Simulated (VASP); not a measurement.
## BaS: relaxation of cell and atoms with r2SCAN

BaS:

```xyz
2
Lattice="0.0000 3.1938 3.1938 3.1938 0.0000 3.1938 3.1938 3.1938 0.0000" Properties=species:S:1:pos:R:3 pbc="T T T"
Ba    0.0000    0.0000    0.0000
S     3.1938    3.1938    3.1938
```

| Item | Value |
| --- | --- |
| Program | VASP 6.6.1 |
| Task | relaxation of cell and atoms |
| Functional | r2SCAN |
| Potentials or basis | VASP PAW PBE potentials, release 64 (Ba_sv, S) |
| Cutoff | 600 eV |
| k mesh | 8 × 8 × 8 |
| Occupations | gaussian, width 0.02 eV |
| Spin | no spin polarisation |
| Further INCAR settings | ALGO = Normal; EDIFF = 1e-07; IBRION = 2; EDIFFG = -0.004; NSW = 80; ISIF = 3 |

* Relaxed volume: 33.56 Å³/atom
* Relaxed cell: a = 4.562 Å, b = 4.562 Å, c = 4.562 Å, α = 60.00°, β = 60.00°, γ = 60.00°
* Space group after relaxing (to 0.05 Å): Fm-3m (No. 225)
* Energy gained by relaxing: 4.2 meV/atom
* Ionic steps: 3
* Pressure after relaxing: 0.0 GPa
* Band gap on the k mesh: 2.51 eV, indirect (least direct gap 2.66 eV)

Step by step:
| step | energy change (eV) | largest force (eV/Å) | pressure (GPa) | volume (Å³) |
| --- | --- | --- | --- | --- |
| 1 | 0.0000 | 0.0000 | 1.42 | 65.15 |
| 2 | -0.0073 | 0.0000 | -0.49 | 67.91 |
| 3 | -0.0085 | 0.0000 | 0.00 | 67.13 |

Final structure:
```yaml
crystal:
  lattice:
    - [0.00000, 3.22572, 3.22572]
    - [3.22572, 0.00000, 3.22572]
    - [3.22572, 3.22572, 0.00000]
  atoms:
    - { symbol: Ba, position: [0.00000, 0.00000, 0.00000] }
    - { symbol: S, position: [0.50000, 0.50000, 0.50000] }
```

Levels at points of the mesh, in eV from the valence-band top:
| k point | band 4 | band 5 | band 6 | band 7 | band 8 | band 9 | band 10 | band 11 | band 12 |
| --- | --- | --- | --- | --- | --- | --- | --- | --- | --- |
| (0.00, 0.00, 0.00) | -11.55 | -10.75 | 0.00 | 0.00 | 0.00 | 4.07 | 4.30 | 4.30 | 4.30 |
| (0.50, 0.00, 0.00) | -11.58 | -9.55 | -1.85 | -1.03 | -1.03 | 5.93 | 6.04 | 6.74 | 6.74 |
| (0.50, 0.50, 0.00) | -11.72 | -10.66 | -0.56 | -0.15 | -0.15 | 2.51 | 6.44 | 6.54 | 7.88 |

Wall time 2.6 min on 1 thread of Intel(R) Xeon(R) 6975P-C (Granite Rapids), on a shared host, peak memory 0.23 GiB.

Caveat: the PAW data sets were made with another functional, which shifts forces and pressure a little; spin-orbit coupling is left out, which moves the levels of the heavy elements. A k mesh can miss the band edges.
